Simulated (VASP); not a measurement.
# MoS2 (P-6m2) in VASP: further runs, part 2 of 2

VASP 6.6.1. The steps go on from the part before.

**4. Single point, PBE+D3(BJ)**

Input file INCAR:

```
SYSTEM = MoS2
  PREC = Accurate
  ENCUT = 520
  EDIFF = 1E-6
  ISMEAR = 0
  SIGMA = 0.02
  LREAL = .FALSE.
  LASPH = .TRUE.
  NELM = 100
  ALGO = Fast
  ISIF = 2
  LWAVE = .FALSE.
  LCHARG = .TRUE.
  GGA = PE
  IVDW = 12
  LELF = .TRUE.
  LVHAR = .TRUE.
  NBANDS = 49
```

Input file KPOINTS:

```
regular mesh
0
G
  12 12 1
  0 0 0
```

Input file POSCAR:

```
MoS2
1.0
    3.1494121171      0.0000000000      0.0000000000
   -1.5747060585      2.7274709004      0.0000000000
    0.0000000000      0.0000000000     18.7539464414
Mo S
3 6
Direct
    0.6666666667      0.3333333333      0.0000000000
    0.3333333333      0.6666666667      0.6773040817
    0.3333333333      0.6666666667      0.3226959183
    0.3333333333      0.6666666667      0.0834878213
    0.6666666667      0.3333333333      0.7608217706
    0.6666666667      0.3333333333      0.4062115672
    0.3333333333      0.6666666667      0.9165121787
    0.6666666667      0.3333333333      0.5937884328
    0.6666666667      0.3333333333      0.2391782294
```

Potentials or basis: VASP PAW PBE potentials, release 64 (Mo_sv, S).

Started as:

```sh
> cat potpaw_PBE.64/Mo_sv/POTCAR potpaw_PBE.64/S/POTCAR > POTCAR
> mpirun -np 1 vasp_std > vasp.out
```

OUTCAR:

```text
SYSTEM = MoS2
   PREC = Accurate
   ENCUT = 520
   EDIFF = 1E-6
   ISMEAR = 0
   LREAL = .FALSE.
   LASPH = .TRUE.
   NELM = 100
   ISIF = 2
   GGA = PE
   IVDW = 12
 IVDW          = 12

 ion  position               nearest neighbor table
   1  0.667  0.333  0.000-   4 2.40   7 2.40   4 2.40   7 2.40   4 2.40   7 2.40
   2  0.333  0.667  0.677-   8 2.40   8 2.40   8 2.40   5 2.40   5 2.40   5 2.40
   3  0.333  0.667  0.323-   6 2.40   6 2.40   6 2.40   9 2.40   9 2.40   9 2.40
   4  0.333  0.667  0.083-   1 2.40   1 2.40   1 2.40
   5  0.667  0.333  0.761-   2 2.40   2 2.40   2 2.40
   6  0.667  0.333  0.406-   3 2.40   3 2.40   3 2.40
   7  0.333  0.667  0.917-   1 2.40   1 2.40   1 2.40
   8  0.667  0.333  0.594-   2 2.40   2 2.40   2 2.40
   9  0.667  0.333  0.239-   3 2.40   3 2.40   3 2.40

  LATTYP: Found a hexagonal cell.
 ALAT       =     3.1494121171
 C/A-ratio  =     5.9547451220

  Lattice vectors:

 A1 = (   3.1494121171,   0.0000000000,   0.0000000000)
 A2 = (  -1.5747060585,   2.7274709004,   0.0000000000)
 A3 = (   0.0000000000,   0.0000000000,  18.7539464414)

Analysis of symmetry for initial positions (statically):
=====================================================================
 Subroutine PRICEL returns:
 Original cell was already a primitive cell.

 Routine SETGRP: Setting up the symmetry group for a
 hexagonal supercell.

 Subroutine GETGRP returns: Found 12 space group operations
 (whereof 12 operations were pure point group operations)
 out of a pool of 24 trial point group operations.

The static configuration has the point symmetry D_3h.

Analysis of symmetry for dynamics (positions and initial velocities):
=====================================================================
 Subroutine PRICEL returns:
 Original cell was already a primitive cell.

 Routine SETGRP: Setting up the symmetry group for a
 hexagonal supercell.

 Subroutine GETGRP returns: Found 12 space group operations
 (whereof 12 operations were pure point group operations)
 out of a pool of 24 trial point group operations.

The dynamic configuration has the point symmetry D_3h.

 Subroutine INISYM returns: Found 12 space group operations
 (whereof 12 operations are pure point group operations),
 and found     1 'primitive' translations

----------------------------------------------------------------------------------------

                                     Primitive cell

  volume of cell :     161.0951

  direct lattice vectors                    reciprocal lattice vectors
     3.149412117  0.000000000  0.000000000     0.317519576  0.183320013  0.000000000
    -1.574706058  2.727470900  0.000000000     0.000000000  0.366640025  0.000000000
     0.000000000  0.000000000 18.753946441     0.000000000  0.000000000  0.053322110

  length of vectors
     3.149412117  3.149412117 18.753946441     0.366640025  0.366640025  0.053322110

  position of ions in fractional coordinates (direct lattice)
     0.666666667  0.333333333  0.000000000
     0.333333333  0.666666667  0.677304082
     0.333333333  0.666666667  0.322695918
     0.333333333  0.666666667  0.083487821
[... 51 lines left out ...]
  0.416667 -0.000000  0.000000      6.000000
[... 11 lines left out ...]
  0.333333  0.250000  0.000000     12.000000
  0.333333  0.333333  0.000000      2.000000
   k-points           NKPTS =     19   k-points in BZ     NKDIM =     19   number of bands    NBANDS=     49
   number of dos      NEDOS =    301   number of ions     NIONS =      9
   total plane-waves  NPLWV =  80640
   dimension x,y,z NGX =    24 NGY =   24 NGZ =  140
   dimension x,y,z NGXF=    48 NGYF=   48 NGZF=  280
   ions per type =               3   6
   NGX,Y,Z   is equivalent  to a cutoff of  12.67, 12.67, 12.41 a.u.
   NGXF,Y,Z  is equivalent  to a cutoff of  25.34, 25.34, 24.82 a.u.
 SYSTEM =  MoS2
   PREC   = accura    normal or accurate (medium, high low for compatibility)
   ISTART =      0    job   : 0-new  1-cont  2-samecut
   ICHARG =      2    charge: 1-file 2-atom 10-const
   ISPIN  =      1    spin polarized calculation?
   LNONCOLLINEAR =      F non collinear calculations
   LSORBIT =      F    spin-orbit coupling
   LASPH  =      T    aspherical Exc in radial PAW
   ENCUT  =  520.0 eV  38.22 Ry    6.18 a.u.   5.86  5.86 34.87*2*pi/ulx,y,z
   NELM   =    100;   NELMIN=  2; NELMDL= -5     # of ELM steps
   EDIFF  = 0.1E-05   stopping-criterion for ELM
   LREAL  =      F    real-space projection
   EDIFFG = 0.1E-04   stopping-criterion for IOM
   NSW    =      0    number of steps for IOM
   IBRION =     -1    ionic relax: 0-MD 1-quasi-New 2-CG
   NFREE  =      0    steps in history (QN), initial steepest desc. (CG)
   ISIF   =      2    stress and relaxation
   ISYM   =      2    0-nonsym 1-usesym 2-fastsym
   POTIM  = 0.5000    time-step for ionic-motion
   TEBEG  =    0.0;   TEEND  =   0.0 temperature during run
   PSTRESS=    0.0 pullay stress
   NELECT =      78.0000    total number of electrons
   NUPDOWN=      -1.0000    fix difference up-down
   EMIN   =  10.00;   EMAX   =-10.00  energy-range for DOS
   EFERMI =   0.00;   METHOD = LEGACY
   ISMEAR =     0;   SIGMA  =   0.02  broadening in eV -4-tet -1-fermi 0-gaus
   EFERMI_NEDOS =   21; number of points for ismear=-14 and -15
   IALGO  =     68    algorithm
   IMIX   =      4    mixing-type and parameters
     AMIX     =   0.40;   BMIX     =  1.00
     AMIX_MAG =   1.60;   BMIX_MAG =  1.00
  volume/ion in A,a.u.               =      17.90       120.79
  Fermi-wavevector in a.u.,A,eV,Ry     =   1.285520  2.429281 22.484477  1.652562
  Thomas-Fermi vector in A             =   2.417650
   LORBIT       =      0    0 simple, 1 ext, 2 COOP (PROOUT), +10 PAW based schemes
   GGA     = PE    functional components
   LHFCALC =     F    Hartree Fock is set to
   AEXX    =    0.0000 exact exchange contribution
   IVDW    =    12    specifies the selected vdW correction
   LEPSILON=     F    determine dielectric tensor
   LRPA    =     F    only Hartree local field effects (RPA)
 non-spin polarized calculation
 RMM-DIIS sequential band-by-band and
 Gauss-broadening in eV      SIGMA  =   0.02
  energy-cutoff  :      520.00
  volume of cell :      161.10
 maximum number of plane-waves:      4370
 NGX is ok and might be reduce to    24
   NGX = 11   NGY = 11   NGZ = 69

 number of electron      77.9999998 magnetization

 Free energy of the ion-electron system (eV)
  ---------------------------------------------------
  ext. energy  EPLUGINS =         0.00000000
  ---------------------------------------------------
  free energy    TOTEN  =       -65.34522845 eV

  energy without entropy =      -65.34522845  energy(sigma->0) =      -65.34522845

 E-fermi :   7.5906     XC(G=0): -10.7553

 val. band max:        7.3949574961   @ k =   0.0000   0.0000   0.0000
 cond. band min:       8.3592774424   @ k =   0.1667   0.1667   0.0000
 fundamental gap:      0.9643199464
 Fermi energy:         7.5905822881

 k-point     1 :       0.0000    0.0000    0.0000
  band No.  band energies     occupation
      1     -54.0227      2.00000
      2     -54.0215      2.00000
      3     -54.0215      2.00000
      4     -28.1863      2.00000
      5     -28.1863      2.00000
      6     -28.1862      2.00000
[... 977 lines left out ...]
     48      10.5524      0.00000
     49      11.7157      0.00000

------------------------ aborting loop because EDIFF is reached ----------------------------------------

 Edisp (eV)   -3.81357

 E8    (eV) :    -1.5387

  FORCE on cell =-STRESS in cart. coord.  units (eV):
  Direction    XX          YY          ZZ          XY          YZ          ZX
  --------------------------------------------------------------------------------------
  -------------------------------------------------------------------------------------
  Total      -0.11845    -0.11845    -0.17170    -0.00000     0.00000     0.00000
  in kB      -1.17808    -1.17808    -1.70764    -0.00000     0.00000     0.00000
  external pressure =       -1.35 kB  Pullay stress =        0.00 kB

 VOLUME and BASIS-vectors are now :
 -----------------------------------------------------------------------------
  energy-cutoff  :      520.00
  volume of cell :      161.10
      direct lattice vectors                 reciprocal lattice vectors
     3.149412117  0.000000000  0.000000000     0.317519576  0.183320013  0.000000000
    -1.574706058  2.727470900  0.000000000     0.000000000  0.366640025  0.000000000
     0.000000000  0.000000000 18.753946441     0.000000000  0.000000000  0.053322110

 POSITION                                       TOTAL-FORCE (eV/Angst)
 -----------------------------------------------------------------------------------
      1.57471      0.90916      0.00000         0.000000     -0.000000     -0.000000
     -0.00000      1.81831     12.70212         0.000000     -0.000000     -0.000694
     -0.00000      1.81831      6.05182         0.000000      0.000000      0.000694
     -0.00000      1.81831      1.56573        -0.000000     -0.000000     -0.009051
      1.57471      0.90916     14.26841        -0.000000      0.000000     -0.009632
      1.57471      0.90916      7.61807        -0.000000      0.000000     -0.009984
     -0.00000      1.81831     17.18822        -0.000000     -0.000000      0.009051
      1.57471      0.90916     11.13588        -0.000000      0.000000      0.009984
      1.57471      0.90916      4.48554        -0.000000     -0.000000      0.009632
 -----------------------------------------------------------------------------------
    total drift:                                0.000000     -0.000000      0.000000

  FREE ENERGIE OF THE ION-ELECTRON SYSTEM (eV)
  ---------------------------------------------------
  free  energy   TOTEN  =       -69.1587945376 eV

  energy  without entropy=      -69.1587945376  energy(sigma->0) =      -69.15879454
```

Wall time 80 s (1 thread of Intel Xeon 6975P-C (Granite Rapids), shared host); peak memory 0.34 GiB.

Results:

- Free energy: -69.1588 eV
- Pressure: -0.1 GPa
- Largest force: 0.010 eV/Å
- Band gap on the k mesh: 0.96 eV, indirect (least direct gap 1.75 eV)
- Dispersion energy per atom: -0.424 eV

Forces in eV/Å, atoms in the order of the input:
```
Mo   0.000  0.000  0.000
Mo   0.000  0.000 -0.001
Mo   0.000  0.000  0.001
S    0.000  0.000 -0.009
S    0.000  0.000 -0.010
S    0.000  0.000 -0.010
S    0.000  0.000  0.009
S    0.000  0.000  0.010
S    0.000  0.000  0.010
```

Caveat: an odd mesh through Γ misses points on the zone boundary, where band edges often lie. PBE gaps usually lie below the measured ones, often by a third to a half.

**5. The runs side by side**

| spin | cell | k mesh | smearing | gap on the mesh (eV) | pressure (GPa) | largest force (eV/Å) |
| --- | --- | --- | --- | --- | --- | --- |
| off | P-6m2, 17.9 Å³/atom | 12 × 12 × 2 | gaussian 0.02 eV | 0.90 | -0.1 | 0.01 |
| collinear, typed start | P-6m2, 27.69 Å³/atom | 6 × 6 × 1 | gaussian 0.1 eV | 1.19 | - | 0.16 |
| off | P-6m2, 17.9 Å³/atom | 12 × 12 × 1 | gaussian 0.02 eV | 0.96 | -0.1 | 0.01 |

Alike in all rows: task single point; level PBE+D3(BJ); potentials or basis VASP PAW PBE potentials, release 64 (Mo_sv, S); cutoff (eV) 520.

On the cell as given the gap runs from 0.90 eV (PBE+D3(BJ)) to 1.19 eV (PBE+D3(BJ)); the meshes differ, which moves gaps too.

Caveats: an odd mesh through Γ misses points on the zone boundary, where band edges often lie (some runs).

Total energies depend on the potentials used, so only differences within one code and one set of settings carry meaning.
